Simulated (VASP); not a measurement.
Here is a VASP 6.6.1 calculation.

Contents of INCAR:

```
SYSTEM = KI
ALGO     = Normal         ! electronic algorithm
EDIFF    = 1E-7           ! SCF threshold, eV
EDIFFG   = -0.005         ! ionic threshold
ENCUT    = 300            ! plane-wave cutoff, eV
GGA      = PE             ! functional
IBRION   = 2              ! ionic algorithm
ISIF     = 3              ! what is computed and relaxed
ISMEAR   = 0              ! smearing method
LASPH    = .True.         ! aspherical terms in the spheres
LCHARG   = .False.        ! write CHGCAR
LREAL    = .False.        ! projectors in reciprocal space
LWAVE    = .False.        ! write WAVECAR
NELM     = 80             ! most SCF steps
NSW      = 90             ! ionic steps
PREC     = Accurate       ! precision mode
SIGMA    = 0.03           ! smearing width, eV
```

KPOINTS

```
k-points
0
Gamma
  4 4 4
  0 0 0
```

File POSCAR:

```
KI                                      
1.0
    0.0000000000      3.6063555696      3.6063555696
    3.6063555696     -0.0000000000      3.6063555696
    3.6063555696      3.6063555696      0.0000000000
  K               I             
     1     1
Direct
     0.0000000000000000    0.0000000000000000    0.0000000000000000
     0.5000000000000000    0.5000000000000000    0.5000000000000000
```

Potentials or basis: VASP PAW PBE potentials, release 64 (K_pv, I).

Launch:

```sh
$ cat potpaw_PBE.64/K_pv/POTCAR potpaw_PBE.64/I/POTCAR > POTCAR
$ mpirun -np 1 vasp_std > vasp.out
```

**Question.** Estimate the band gap on the k mesh.

**Answer.** 3.82 eV, direct.

Final structure:
```yaml
crystal:
  lattice:
    - [0.00000, 3.60636, 3.60636]
    - [3.60636, 0.00000, 3.60636]
    - [3.60636, 3.60636, 0.00000]
  atoms:
    - { symbol: K, position: [0.00000, 0.00000, 0.00000] }
    - { symbol: I, position: [0.50000, 0.50000, 0.50000] }
```

Caveat: the relaxation stopped at its first step, so nothing moved; spin-orbit coupling is left out, which moves the levels of the heavy elements. A hybrid or GW would open this gap; PBE tends to underestimate it.
